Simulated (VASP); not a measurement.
# ZnS (F-43m) in VASP: further runs

One crystal, ZnS, is run at these levels: HSE06; tasks: single point.

All numbers are computed with VASP 6.6.1; they aren't measurements. Logs are shortened: lines on timing, memory, paths and dates and some standing lists are left out, and cuts for length are marked.

## 1. The crystal as given

Symmetry: F-43m, No. 216, cubic system. Conventional cell: a = 5.404 Å, b = 5.404 Å, c = 5.404 Å, α = 90.00°, β = 90.00°, γ = 90.00°. Around Zn (site symmetry -43m) lie 4 S at 2.34 Å. Around S (site symmetry -43m) lie 4 Zn at 2.34 Å.

## 2. Single point, HSE06

The input, POSCAR:

```
ZnS
1.0
    0.0000000000      2.7020000000      2.7020000000
    2.7020000000      0.0000000000      2.7020000000
    2.7020000000      2.7020000000      0.0000000000
Zn S
1 1
Direct
    0.7500000000      0.7500000000      0.7500000000
    0.0000000000      0.0000000000      0.0000000000
```

The input, INCAR.step1:

```
  PREC = Accurate
  ENCUT = 400
  EDIFF = 1E-5
  ISMEAR = 0
  SIGMA = 0.01
  LREAL = False
  LASPH = True
  NELM = 100
  ALGO = Normal
  ISIF = 2
  LWAVE = True
  NKRED = 1
  NBANDS = 17
  GGA = PE
```

The input, INCAR.step2:

```
  PREC = Accurate
  ENCUT = 400
  EDIFF = 1E-6
  ISMEAR = 0
  SIGMA = 0.01
  LREAL = False
  LASPH = True
  NELM = 100
  ALGO = Normal
  ISIF = 2
  LWAVE = False
  LCHARG = False
  GGA = PE
  LHFCALC = True
  HFSCREEN = 0.2
  PRECFOCK = Fast
  NKRED = 1
  NBANDS = 17
  ISTART = 1
```

The input, KPOINTS:

```
Automatic mesh
0
Gamma
  5 5 5
```

Potentials or basis: VASP PAW PBE potentials, release 64 (Zn, S).

Launch:

```bash
> cat potpaw_PBE.64/Zn/POTCAR potpaw_PBE.64/S/POTCAR > POTCAR
> cp INCAR.step1 INCAR
> mpirun -np 1 vasp_std > vasp.out
> cp INCAR.step2 INCAR
> mpirun -np 1 vasp_std > vasp.out
```

OUTCAR:

```text
PREC = Accurate
   ENCUT = 400
   EDIFF = 1E-6
   ISMEAR = 0
   LREAL = False
   LASPH = True
   NELM = 100
   ISIF = 2
   GGA = PE
   LHFCALC = True
   HFSCREEN = 0.2
   PRECFOCK = Fast
   NKRED = 1
   ISTART = 1

 Found     10 irreducible k-points:

 Following reciprocal coordinates:
            Coordinates               Weight
  0.000000  0.000000  0.000000      1.000000
  0.200000  0.000000  0.000000      8.000000
  0.400000  0.000000  0.000000      8.000000
  0.200000  0.200000  0.000000      6.000000
  0.400000  0.200000  0.000000     24.000000
 -0.400000  0.200000  0.000000     24.000000
   k-points           NKPTS =     10   k-points in BZ     NKDIM =    125   number of bands    NBANDS=     17
   number of dos      NEDOS =    301   number of ions     NIONS =      2
   total plane-waves  NPLWV =  21952
   dimension x,y,z NGX =    28 NGY =   28 NGZ =   28
   dimension x,y,z NGXF=    56 NGYF=   56 NGZF=   56
   ions per type =               1   1
   NGX,Y,Z   is equivalent  to a cutoff of  12.18, 12.18, 12.18 a.u.
   NGXF,Y,Z  is equivalent  to a cutoff of  24.36, 24.36, 24.36 a.u.
 SYSTEM =  unknown system
   PREC   = accura    normal or accurate (medium, high low for compatibility)
   ISTART =      1    job   : 0-new  1-cont  2-samecut
   ICHARG =      0    charge: 1-file 2-atom 10-const
   ISPIN  =      1    spin polarized calculation?
   LNONCOLLINEAR =      F non collinear calculations
   LSORBIT =      F    spin-orbit coupling
   LASPH  =      T    aspherical Exc in radial PAW
   ENCUT  =  400.0 eV  29.40 Ry    5.42 a.u.   6.23  6.23  6.23*2*pi/ulx,y,z
   NELM   =    100;   NELMIN=  2; NELMDL=  0     # of ELM steps
   EDIFF  = 0.1E-05   stopping-criterion for ELM
   LREAL  =      F    real-space projection
   EDIFFG = 0.1E-04   stopping-criterion for IOM
   NSW    =      0    number of steps for IOM
   IBRION =     -1    ionic relax: 0-MD 1-quasi-New 2-CG
   NFREE  =      0    steps in history (QN), initial steepest desc. (CG)
   ISIF   =      2    stress and relaxation
   ISYM   =      3    0-nonsym 1-usesym 2-fastsym
   POTIM  = 0.5000    time-step for ionic-motion
   TEBEG  =    0.0;   TEEND  =   0.0 temperature during run
   PSTRESS=    0.0 pullay stress
   NELECT =      18.0000    total number of electrons
   NUPDOWN=      -1.0000    fix difference up-down
   EMIN   =  10.00;   EMAX   =-10.00  energy-range for DOS
   EFERMI =   0.00;   METHOD = LEGACY
   ISMEAR =     0;   SIGMA  =   0.01  broadening in eV -4-tet -1-fermi 0-gaus
   EFERMI_NEDOS =   21; number of points for ismear=-14 and -15
   IALGO  =     38    algorithm
   IMIX   =      1    mixing-type and parameters
     AMIX     =   0.40;   BMIX     =  1.00
     AMIX_MAG =   1.60;   BMIX_MAG =  1.00
  volume/ion in A,a.u.               =      19.73       133.12
  Fermi-wavevector in a.u.,A,eV,Ry     =   1.260290  2.381602 21.610537  1.588330
  Thomas-Fermi vector in A             =   2.393807
   LORBIT       =      0    0 simple, 1 ext, 2 COOP (PROOUT), +10 PAW based schemes
   GGA     = PE    functional components
   LHFCALC =     T    Hartree Fock is set to
   PRECFOCK=fast      Normal, Fast or Accurate (Low or Medium for compatibility)
   ENCUT4O =  -1.0   cutoff for four orbital integrals eV
   NKREDX  =     1    reduce k-point grid by
   NKREDY  =     1    reduce k-point grid by
   NKREDZ  =     1    reduce k-point grid by
   AEXX    =    0.2500 exact exchange contribution
   HFSCREEN=    0.2000 screening length (either q_TF or 0.3 A-1)
   HFSCREENC=   0.2000 screening length for correlation (either q_TF or 0.3 A-1)
   ENCUTFOCK=  -1.0 apply spherical cutoff to Coloumb kernel
   IVDW    =     0    specifies the selected vdW correction
   LEPSILON=     F    determine dielectric tensor
   LRPA    =     F    only Hartree local field effects (RPA)
 non-spin polarized calculation
 Gauss-broadening in eV      SIGMA  =   0.01
  energy-cutoff  :      400.00
  volume of cell :       39.45
 maximum number of plane-waves:       728
 NGX is ok and might be reduce to    28
  NGX = 16; NGY = 16; NGZ = 16

 number of electron      18.0000000 magnetization

 Free energy of the ion-electron system (eV)
  ---------------------------------------------------
  ext. energy  EPLUGINS =         0.00000000
  ---------------------------------------------------
  free energy    TOTEN  =        -8.38269715 eV

  energy without entropy =       -8.38269715  energy(sigma->0) =       -8.38269715

 E-fermi :   1.4280     XC(G=0):  -7.9579

 val. band max:        1.3748435710   @ k =   0.0000   0.0000   0.0000
 cond. band min:       4.7229487012   @ k =   0.0000   0.0000   0.0000
 fundamental gap:      3.3481051302
 Fermi energy:         1.4279526352

 k-point     1 :       0.0000    0.0000    0.0000
  band No.  band energies     occupation
      1     -12.9513      2.00000
      2      -6.4764      2.00000
      3      -6.4764      2.00000
      4      -6.4764      2.00000
      5      -6.0314      2.00000
      6      -6.0314      2.00000
[... 9 lines left out ...]
     16      14.7804      0.00000
     17      17.3410      0.00000

 k-point     2 :       0.2000    0.0000    0.0000
  band No.  band energies     occupation
      1     -12.6455      2.00000
      2      -6.4315      2.00000
      3      -6.4315      2.00000
      4      -6.4135      2.00000
      5      -6.0327      2.00000
      6      -6.0327      2.00000
[... 9 lines left out ...]
     16      15.2624      0.00000
     17      17.7626      0.00000

 k-point     3 :       0.4000    0.0000    0.0000
  band No.  band energies     occupation
      1     -12.0731      2.00000
      2      -6.3754      2.00000
      3      -6.3754      2.00000
      4      -6.0134      2.00000
      5      -6.0134      2.00000
      6      -6.0122      2.00000
[... 9 lines left out ...]
     16      15.3068      0.00000
     17      19.5626      0.00000

 k-point     4 :       0.2000    0.2000    0.0000
  band No.  band energies     occupation
      1     -12.5435      2.00000
      2      -6.4574      2.00000
      3      -6.3847      2.00000
      4      -6.3847      2.00000
      5      -6.0603      2.00000
      6      -6.0082      2.00000
[... 9 lines left out ...]
     16      17.7558      0.00000
     17      18.8103      0.00000

 k-point     5 :       0.4000    0.2000    0.0000
  band No.  band energies     occupation
      1     -12.0498      2.00000
      2      -6.3741      2.00000
      3      -6.3106      2.00000
      4      -6.2163      2.00000
      5      -5.9932      2.00000
      6      -5.9876      2.00000
[... 9 lines left out ...]
     16      17.2617      0.00000
     17      19.3995      0.00000

 k-point     6 :      -0.4000    0.2000    0.0000
  band No.  band energies     occupation
      1     -11.8355      2.00000
      2      -6.3495      2.00000
      3      -6.3076      2.00000
      4      -6.0618      2.00000
      5      -6.0189      2.00000
      6      -5.7437      2.00000
[... 9 lines left out ...]
     16      17.2498      0.00000
     17      18.7799      0.00000

 [... further k-points ...]

------------------------ aborting loop because EDIFF is reached ----------------------------------------

  FORCE on cell =-STRESS in cart. coord.  units (eV):
  Direction    XX          YY          ZZ          XY          YZ          ZX
  --------------------------------------------------------------------------------------
  -------------------------------------------------------------------------------------
  Total        0.1615350      0.1615350      0.1615350      0.0000000      0.0000000      0.0000000
  in kB        6.5598069      6.5598069      6.5598069      0.0000000      0.0000000      0.0000000
  external PRESSURE =       6.5598069 kB  Pullay stress =       0.0000000 kB

 VOLUME and BASIS-vectors are now :
 -----------------------------------------------------------------------------
  energy-cutoff  :      400.00
  volume of cell :       39.45
      direct lattice vectors                 reciprocal lattice vectors
     0.000000000  2.702000000  2.702000000    -0.185048113  0.185048113  0.185048113
     2.702000000  0.000000000  2.702000000     0.185048113 -0.185048113  0.185048113
     2.702000000  2.702000000  0.000000000     0.185048113  0.185048113 -0.185048113

 POSITION                                       TOTAL-FORCE (eV/Angst)
 -----------------------------------------------------------------------------------
      4.05300      4.05300      4.05300        -0.000000     -0.000000     -0.000000
      0.00000      0.00000      0.00000         0.000000      0.000000      0.000000
 -----------------------------------------------------------------------------------
    total drift:                                0.000190      0.000128      0.000100

  FREE ENERGIE OF THE ION-ELECTRON SYSTEM (eV)
  ---------------------------------------------------
  free  energy   TOTEN  =        -8.3826971473 eV

  energy  without entropy=       -8.3826971473  energy(sigma->0) =       -8.38269715
```

Wall time 8.6 min (1 thread of Intel Xeon Platinum 8175M at 2.50GHz (Skylake/Cascade Lake), shared host); peak memory 0.25 GiB.

These settings aren't checked as converged: the numbers below hold their error.

What came out:

| Property | Result |
| --- | --- |
| Free energy | -8.3827 eV |
| Pressure | 0.7 GPa |
| Band gap on the k mesh | 3.35 eV, direct |

Caveat: the PAW data sets were made with another functional, which shifts forces and pressure a little.

## 3. Single point, HSE06

POSCAR is that of step 2.

INCAR.step1: that of step 2 with these lines changed.

```diff
@@ -1,3 +1,3 @@
   PREC = Accurate
-  ENCUT = 400
+  ENCUT = 340
   EDIFF = 1E-5
```

INCAR.step2: that of step 2 with these lines changed.

```diff
@@ -1,3 +1,3 @@
   PREC = Accurate
-  ENCUT = 400
+  ENCUT = 340
   EDIFF = 1E-6
```

The input, KPOINTS:

```
Automatic mesh
0
Gamma
  6 6 6
```

Potentials or basis: VASP PAW PBE potentials, release 64 (Zn, S).

Launch:

```bash
> cat potpaw_PBE.64/Zn/POTCAR potpaw_PBE.64/S/POTCAR > POTCAR
> cp INCAR.step1 INCAR
> mpirun -np 1 vasp_std > vasp.out
> cp INCAR.step2 INCAR
> mpirun -np 1 vasp_std > vasp.out
```

OUTCAR:

```text
PREC = Accurate
   ENCUT = 340
   EDIFF = 1E-6
   ISMEAR = 0
   LREAL = False
   LASPH = True
   NELM = 100
   ISIF = 2
   GGA = PE
   LHFCALC = True
   HFSCREEN = 0.2
   PRECFOCK = Fast
   NKRED = 1
   ISTART = 1

 Found     16 irreducible k-points:

 Following reciprocal coordinates:
            Coordinates               Weight
  0.000000  0.000000  0.000000      1.000000
  0.166667  0.000000  0.000000      8.000000
  0.333333  0.000000  0.000000      8.000000
  0.500000  0.000000  0.000000      4.000000
  0.166667  0.166667  0.000000      6.000000
  0.333333  0.166667  0.000000     24.000000
   k-points           NKPTS =     16   k-points in BZ     NKDIM =    216   number of bands    NBANDS=     17
   number of dos      NEDOS =    301   number of ions     NIONS =      2
   total plane-waves  NPLWV =  13824
   dimension x,y,z NGX =    24 NGY =   24 NGZ =   24
   dimension x,y,z NGXF=    48 NGYF=   48 NGZF=   48
   ions per type =               1   1
   NGX,Y,Z   is equivalent  to a cutoff of  10.44, 10.44, 10.44 a.u.
   NGXF,Y,Z  is equivalent  to a cutoff of  20.88, 20.88, 20.88 a.u.
 SYSTEM =  unknown system
   PREC   = accura    normal or accurate (medium, high low for compatibility)
   ISTART =      1    job   : 0-new  1-cont  2-samecut
   ICHARG =      0    charge: 1-file 2-atom 10-const
   ISPIN  =      1    spin polarized calculation?
   LNONCOLLINEAR =      F non collinear calculations
   LSORBIT =      F    spin-orbit coupling
   LASPH  =      T    aspherical Exc in radial PAW
   ENCUT  =  340.0 eV  24.99 Ry    5.00 a.u.   5.75  5.75  5.75*2*pi/ulx,y,z
   NELM   =    100;   NELMIN=  2; NELMDL=  0     # of ELM steps
   EDIFF  = 0.1E-05   stopping-criterion for ELM
   LREAL  =      F    real-space projection
   EDIFFG = 0.1E-04   stopping-criterion for IOM
   NSW    =      0    number of steps for IOM
   IBRION =     -1    ionic relax: 0-MD 1-quasi-New 2-CG
   NFREE  =      0    steps in history (QN), initial steepest desc. (CG)
   ISIF   =      2    stress and relaxation
   ISYM   =      3    0-nonsym 1-usesym 2-fastsym
   POTIM  = 0.5000    time-step for ionic-motion
   TEBEG  =    0.0;   TEEND  =   0.0 temperature during run
   PSTRESS=    0.0 pullay stress
   NELECT =      18.0000    total number of electrons
   NUPDOWN=      -1.0000    fix difference up-down
   EMIN   =  10.00;   EMAX   =-10.00  energy-range for DOS
   EFERMI =   0.00;   METHOD = LEGACY
   ISMEAR =     0;   SIGMA  =   0.01  broadening in eV -4-tet -1-fermi 0-gaus
   EFERMI_NEDOS =   21; number of points for ismear=-14 and -15
   IALGO  =     38    algorithm
   IMIX   =      1    mixing-type and parameters
     AMIX     =   0.40;   BMIX     =  1.00
     AMIX_MAG =   1.60;   BMIX_MAG =  1.00
  volume/ion in A,a.u.               =      19.73       133.12
  Fermi-wavevector in a.u.,A,eV,Ry     =   1.260290  2.381602 21.610537  1.588330
  Thomas-Fermi vector in A             =   2.393807
   LORBIT       =      0    0 simple, 1 ext, 2 COOP (PROOUT), +10 PAW based schemes
   GGA     = PE    functional components
   LHFCALC =     T    Hartree Fock is set to
   PRECFOCK=fast      Normal, Fast or Accurate (Low or Medium for compatibility)
   ENCUT4O =  -1.0   cutoff for four orbital integrals eV
   NKREDX  =     1    reduce k-point grid by
   NKREDY  =     1    reduce k-point grid by
   NKREDZ  =     1    reduce k-point grid by
   AEXX    =    0.2500 exact exchange contribution
   HFSCREEN=    0.2000 screening length (either q_TF or 0.3 A-1)
   HFSCREENC=   0.2000 screening length for correlation (either q_TF or 0.3 A-1)
   ENCUTFOCK=  -1.0 apply spherical cutoff to Coloumb kernel
   IVDW    =     0    specifies the selected vdW correction
   LEPSILON=     F    determine dielectric tensor
   LRPA    =     F    only Hartree local field effects (RPA)
 non-spin polarized calculation
 Gauss-broadening in eV      SIGMA  =   0.01
  energy-cutoff  :      340.00
  volume of cell :       39.45
 maximum number of plane-waves:       588
  NGX = 14; NGY = 14; NGZ = 14

 number of electron      17.9999961 magnetization

 Free energy of the ion-electron system (eV)
  ---------------------------------------------------
  ext. energy  EPLUGINS =         0.00000000
  ---------------------------------------------------
  free energy    TOTEN  =        -8.38606092 eV

  energy without entropy =       -8.38606092  energy(sigma->0) =       -8.38606092

 E-fermi :   1.5192     XC(G=0):  -7.9600

 val. band max:        1.3754926861   @ k =   0.0000   0.0000   0.0000
 cond. band min:       4.7159985687   @ k =   0.0000   0.0000   0.0000
 fundamental gap:      3.3405058825
 Fermi energy:         1.5192191406

 k-point     1 :       0.0000    0.0000    0.0000
  band No.  band energies     occupation
      1     -12.9563      2.00000
      2      -6.4592      2.00000
      3      -6.4592      2.00000
      4      -6.4592      2.00000
      5      -6.0128      2.00000
      6      -6.0128      2.00000
[... 9 lines left out ...]
     16      14.7780      0.00000
     17      17.3423      0.00000

 k-point     2 :       0.1667    0.0000    0.0000
  band No.  band energies     occupation
      1     -12.7381      2.00000
      2      -6.4262      2.00000
      3      -6.4262      2.00000
      4      -6.4210      2.00000
      5      -6.0147      2.00000
      6      -6.0147      2.00000
[... 9 lines left out ...]
     16      15.4833      0.00000
     17      17.1392      0.00000

 k-point     3 :       0.3333    0.0000    0.0000
  band No.  band energies     occupation
      1     -12.2475      2.00000
      2      -6.3712      2.00000
      3      -6.3712      2.00000
      4      -6.1859      2.00000
      5      -6.0035      2.00000
      6      -6.0034      2.00000
[... 9 lines left out ...]
     16      14.5915      0.00000
     17      20.3622      0.00000

 k-point     4 :       0.5000    0.0000    0.0000
  band No.  band energies     occupation
      1     -11.9675      2.00000
      2      -6.3515      2.00000
      3      -6.3514      2.00000
      4      -5.9879      2.00000
      5      -5.9879      2.00000
      6      -5.7776      2.00000
[... 9 lines left out ...]
     16      16.4087      0.00000
     17      18.5366      0.00000

 k-point     5 :       0.1667    0.1667    0.0000
  band No.  band energies     occupation
      1     -12.6653      2.00000
      2      -6.4502      2.00000
      3      -6.3945      2.00000
      4      -6.3945      2.00000
      5      -6.0362      2.00000
      6      -5.9961      2.00000
[... 9 lines left out ...]
     16      16.9964      0.00000
     17      18.4352      0.00000

 k-point     6 :       0.3333    0.1667    0.0000
  band No.  band energies     occupation
      1     -12.2616      2.00000
      2      -6.3851      2.00000
      3      -6.3292      2.00000
      4      -6.2778      2.00000
      5      -6.0227      2.00000
      6      -5.9820      2.00000
[... 9 lines left out ...]
     16      16.8169      0.00000
     17      19.7921      0.00000

 [... further k-points ...]

------------------------ aborting loop because EDIFF is reached ----------------------------------------

  FORCE on cell =-STRESS in cart. coord.  units (eV):
  Direction    XX          YY          ZZ          XY          YZ          ZX
  --------------------------------------------------------------------------------------
  -------------------------------------------------------------------------------------
  Total        0.1626569      0.1626569      0.1626569      0.0000000     -0.0000000     -0.0000000
  in kB        6.6053666      6.6053666      6.6053666      0.0000000     -0.0000000     -0.0000000
  external PRESSURE =       6.6053666 kB  Pullay stress =       0.0000000 kB

 VOLUME and BASIS-vectors are now :
 -----------------------------------------------------------------------------
  energy-cutoff  :      340.00
  volume of cell :       39.45
      direct lattice vectors                 reciprocal lattice vectors
     0.000000000  2.702000000  2.702000000    -0.185048113  0.185048113  0.185048113
     2.702000000  0.000000000  2.702000000     0.185048113 -0.185048113  0.185048113
     2.702000000  2.702000000  0.000000000     0.185048113  0.185048113 -0.185048113

 POSITION                                       TOTAL-FORCE (eV/Angst)
 -----------------------------------------------------------------------------------
      4.05300      4.05300      4.05300         0.000000      0.000000      0.000000
      0.00000      0.00000      0.00000        -0.000000     -0.000000     -0.000000
 -----------------------------------------------------------------------------------
    total drift:                                0.000162      0.000106      0.000096

  FREE ENERGIE OF THE ION-ELECTRON SYSTEM (eV)
  ---------------------------------------------------
  free  energy   TOTEN  =        -8.3860609155 eV

  energy  without entropy=       -8.3860609155  energy(sigma->0) =       -8.38606092
```

It took 16 min on 1 thread of Intel Xeon Platinum 8175M at 2.50GHz (Skylake/Cascade Lake), shared host; peak memory 0.24 GiB.

The run converged, but some of its settings lie outside the range that counts as converged, so its numbers aren't taken as properties of the crystal.

Results:

```yaml
Free_energy: -8.3861 eV
Pressure: 0.7 GPa
Band_gap_on_the_k_mesh: 3.34 eV, direct
```

Caveat: the cutoff is under 1.25 times the usual one of these potentials, so pressure, stress and relaxed cells hold a basis-set (Pulay) error; the PAW data sets were made with another functional, which shifts forces and pressure a little.

[end of part 1 of 2]
